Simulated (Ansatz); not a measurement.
# Te: the change of energy above lowest point and pressure with volume per atom

Results calculated with Ansatz 0.2.0 development build, not measured. Equation of state of a cubic crystal from periodic Kohn-Sham density functional theory without spin; pressure corrected for the finite basis.

Cell of the first row (space group Fd-3m, No. 227):
```
Te
1.0
      0.0000     3.4953     3.4953
      3.4953     0.0000     3.4953
      3.4953     3.4953     0.0000
Te
2
Direct
  0.00000 0.00000 0.00000
  0.25000 0.25000 0.25000
```

Settings of every row: formula Te; structure type diamond; functional r2SCAN; spin treatment none; k mesh 8x8x8; occupation method fermi-dirac; occupation width 0.1 eV; wave cutoff 220 eV; datasets all-electron datasets; density cutoff ratio 7; dirac inner shells no; nucleus point.

Limits: a cubic model structure, not a phase known at ambient conditions; modest k-mesh, values are not fully converged in k; no spin-orbit coupling, which can matter with elements this heavy.

```
row  volume per atom (Å³)  energy above lowest point (meV/atom)  pressure (GPa)
  1                42.701                                 18.54           2.161
  2                44.094                                  4.77           1.038
  3                45.486                                     0           0.084
  4                46.878                                     ?               ?
  5                48.271                                 12.28          -1.416
```

Question: what energy above lowest point and pressure should row 4 give?

Worked fit of energy above lowest point. Take u = (V_r/V)^(2/3) − 1 with V_r = 44.79 Å³ an atom, which is twice the finite (Eulerian) strain; such expansions in the strain, on which the Birch-Murnaghan equation of state is built, carry the rest volume and the bulk modulus. The shown rows have u = 0.03235, 0.0105, -0.01023, -0.04867. Least squares give energy above lowest point = 1.354 + 229.34 × u + 9325.8 × u² meV/atom; a straight line predicts inner rows, each left out in turn, worse (root mean square 9.6 against 0.041 meV/atom). The rows lie off it by 0.01, -0.02, 0.02, 0.00. Its lowest point lies at u = -0.0123, or V = 45.63 Å³ an atom, and the curvature there gives the bulk modulus at fixed shape and fractions, B = (4/9)(1 + u)² E″(u)/V = 28.4 GPa. The withheld row has u = -0.02992, so the fit gives 1.354 + 229.34 × (-0.02992) + 9325.8 × (-0.02992)² = 2.84 meV/atom.

The calculation gave 2.89 meV/atom. The fit lies 0.05 meV/atom (1.7 % of the value, 0.27 % of the column's range) below it; its largest miss of a shown row is 0.02 meV/atom.

Worked fit of pressure. Take u = (V_r/V)^(2/3) − 1 with V_r = 44.79 Å³ an atom, which is twice the finite (Eulerian) strain; such expansions in the strain, on which the Birch-Murnaghan equation of state is built, carry the rest volume and the bulk modulus. The shown rows have u = 0.03235, 0.0105, -0.01023, -0.04867. Least squares give pressure = 0.5419 + 46.116 × u + 121.06 × u² GPa; a straight line predicts inner rows, each left out in turn, worse (root mean square 0.12 against 0.003 GPa). The rows lie off it by 0.001, -0.001, 0.001, 0.000. The pressure vanishes at u = -0.0121, or V = 45.62 Å³ an atom, and there the bulk modulus at fixed shape and fractions is B = −V dP/dV = (2/3)(1 + u) dP/du = 28.4 GPa. The withheld row has u = -0.02992, so the fit gives 0.5419 + 46.116 × (-0.02992) + 121.06 × (-0.02992)² = -0.730 GPa.

The calculation gave -0.727 GPa. The fit lies 0.003 GPa (0.084 % of the column's range) below it; its largest miss of a shown row is 0.001 GPa.
